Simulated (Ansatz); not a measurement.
# CaF2 (Fluorite) in Ansatz: the effect of functional

CaF2 (Fluorite):

```
CELL_PARAMETERS angstrom
0.00000 2.78456 2.78456
2.78456 0.00000 2.78456
2.78456 2.78456 0.00000
ATOMIC_POSITIONS crystal
Ca 0.00000 0.00000 0.00000
F 0.75000 0.75000 0.75000
F 0.25000 0.25000 0.25000
```

The cell isn't the ideal one: volume scaled by 1.06.

Alike in all runs:

| Property | Result |
| --- | --- |
| Program | Ansatz 0.2.0 |
| Task | single point |
| Potentials or basis | Ansatz PAW |
| k mesh | 8 × 8 × 8 |
| Occupations | fermi-dirac, width 0.05 eV |
| Spin | no spin polarisation |

```csv
functional,cutoff,gap on the mesh (eV),pressure (GPa)
LDA,420 eV (not typed: the program's choice for these potentials),?,?
PBEsol,420 eV (not typed: the program's choice for these potentials),6.79,-5.8
r2SCAN,500 eV (not typed: the program's choice for these potentials),7.62,-5.4
```

What does the run with functional LDA give?

gap on the mesh 6.59 eV; pressure -10.0 GPa.

Caveats: the PAW data sets come from PBE, with cores solved anew for the run's functional, which leaves a small shift of forces and pressure.

A k mesh can miss the band edges.
